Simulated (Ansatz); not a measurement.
BeTe in the zincblende structure, relaxed with r2SCAN in Ansatz. The symmetry is F-43m (No. 216, cubic); conventional cell a = 5.657 Å, 22.63 Å³ an atom. Around Be lie 4 Te at 2.45 Å; around Te lie 4 Be at 2.45 Å.

The axes x, y and z are those of this cell:
```
Be Te
1.0
     0.00000    2.82862    2.82862
     2.82862    0.00000    2.82862
     2.82862    2.82862    0.00000
Be Te
1 1
Direct
  0.00000 0.00000 0.00000
  0.25000 0.25000 0.25000
```

Unstrained: The PBE gap is indirect, 2.020 eV (Γ to X), below the direct gap of 3.639 eV at Γ. The r2SCAN gap is indirect, 2.375 eV (Γ to X), below the direct gap of 4.040 eV at Γ. With HSE06 the valence top lies at Γ and the conduction bottom at X, 2.695 eV higher; the smallest vertical gap, at Γ, is 4.482 eV. Meshes: PBE 8×8×8, r2SCAN 8×8×8, HSE06 6×6×6. Strains are changes of length per length. After each strain the atoms were relaxed again with r2SCAN within the symmetry that the strain leaves, so tilts or polar shifts that break it weren't tested; points keep the names that they have in the unstrained zone. The values are computed, spin-unpolarised, and not measurements.

Question: Apply epitaxial -2.6 % in the xy plane, free normal strain +1.92 %. How far does the gap move, against the unstrained cell?

Answer: PBE: the gap goes from 2.020 to 1.747 eV (-0.273 eV); with r2SCAN the top three valence levels at Γ, degenerate before, become 2+1 from the top over 281 meV. r2SCAN: the gap goes from 2.375 to 2.093 eV (-0.282 eV). HSE06: the gap goes from 2.695 to 2.409 eV (-0.286 eV). The r2SCAN energy rises by 11.3 meV an atom.

Question: Estimate what isotropic +3.13 % on every length does to the gap.

Answer: PBE: the gap goes from 2.020 to 2.222 eV (+0.202 eV). r2SCAN: the gap goes from 2.375 to 2.578 eV (+0.203 eV). HSE06: the gap goes from 2.695 to 2.906 eV (+0.211 eV). The r2SCAN energy rises by 33.7 meV an atom.

Question: Apply uniaxial -3.04 % along z, other directions held. How far does the gap move, against the unstrained cell?

Answer: PBE: the gap goes from 2.020 to 1.700 eV (-0.320 eV); with r2SCAN the top three valence levels at Γ, degenerate before, become 1+2 from the top over 166 meV. r2SCAN: the gap goes from 2.375 to 2.043 eV (-0.332 eV). HSE06: the gap goes from 2.695 to 2.360 eV (-0.335 eV). The r2SCAN energy rises by 6.8 meV an atom.

No spin-orbit coupling is included; it can move band edges with weight on the heavy atoms by tenths of an eV.

The meshes of the hybrids are coarse, so their gaps aren't converged to the digits shown.

The splittings at Γ are without spin-orbit coupling, which regroups them where it is of like size or larger.
